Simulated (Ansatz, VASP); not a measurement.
## BaTe in VASP and in Ansatz

```
CELL_PARAMETERS angstrom
0.00000 0.00000 4.40909
4.80679 0.00000 0.00000
0.00000 8.32560 0.00000
ATOMIC_POSITIONS crystal
Ba 0.50000 0.00000 0.33333
Ba 0.50000 0.50000 0.83333
Te 0.00000 0.50000 0.50000
Te 0.00000 0.00000 0.00000
```

Alike in both runs: task single point; functional PBE; k mesh 4 × 4 × 2; occupations gaussian, width 0.1 eV; no spin polarisation.

|  | VASP | Ansatz |
| --- | --- | --- |
| version | VASP 6.6.1 | Ansatz 0.2.0 |
| potentials or method | VASP PAW PBE potentials, release 64 (Ba_sv, Te) | scalar-relativistic, plane waves, PAW |
| plane-wave cutoff (eV) | 520 | 420 |
| valence electrons in the cell | 32 | 52 |

|  | VASP | Ansatz | Ansatz less VASP |
| --- | --- | --- | --- |
| gap on the k mesh at the Fermi level (eV) | 1.46 | 1.52 | +0.056 |
| least direct gap on the mesh (eV) | 1.46 | 1.52 | +0.056 |
| pressure (GPa) | 0.4 | 0.1 | -0.33 |
| largest component of the traceless stress (GPa) | 0.13 | 0.08 | -0.052 |

The functional is the same, so the differences come from potentials, cutoffs and numerics. The two sets of potentials don't hold the same shells in valence.

Caveats: spin-orbit coupling is left out, which moves the levels of the heavy elements. A k mesh can miss the band edges.
